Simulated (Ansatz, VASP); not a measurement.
# One calculation of BN, two programs

```
CELL_PARAMETERS angstrom
0.00000 1.81300 1.81300
1.81300 0.00000 1.81300
1.81300 1.81300 0.00000
ATOMIC_POSITIONS crystal
N 0.25000 0.25000 0.25000
B 0.00000 0.00000 0.00000
```

The cell is a database's computed one.

Alike in both runs: task band structure; functional revPBE; k mesh 13 × 13 × 13; occupations fermi-dirac, width 0.05 eV; no spin polarisation.

|  | VASP | Ansatz |
| --- | --- | --- |
| version | VASP 6.6.1 | Ansatz 0.2.0 |
| potentials or method | VASP PAW PBE potentials, release 64 (N, B) | Ansatz PAW |
| plane-wave cutoff (eV) | 520 | 420 |
| valence electrons in the cell | 8 | 8 |

```tsv
	VASP	Ansatz	Ansatz less VASP
gap on the k mesh at the Fermi level (eV)	4.54	4.56	+0.015
least direct gap on the mesh (eV)	8.82	8.84	+0.015
gap along the band path (eV)	4.47	4.48	+0.016
pressure (GPa)	4.3	4.0	-0.21
```

The functional is the same, so the differences come from potentials, cutoffs and numerics.

Caveats: the PAW data sets were made with another functional, which shifts forces and pressure a little (VASP); the k mesh misses the band edges, so the gap on the mesh is wider than the one along the path (Ansatz); the pressure holds a Pulay correction of +1.0 GPa for the finite cutoff (Ansatz); the PAW data sets come from PBE, with cores solved anew for the run's functional, which leaves a small shift of forces and pressure (Ansatz). A hybrid or GW would open this gap; revPBE tends to underestimate it.
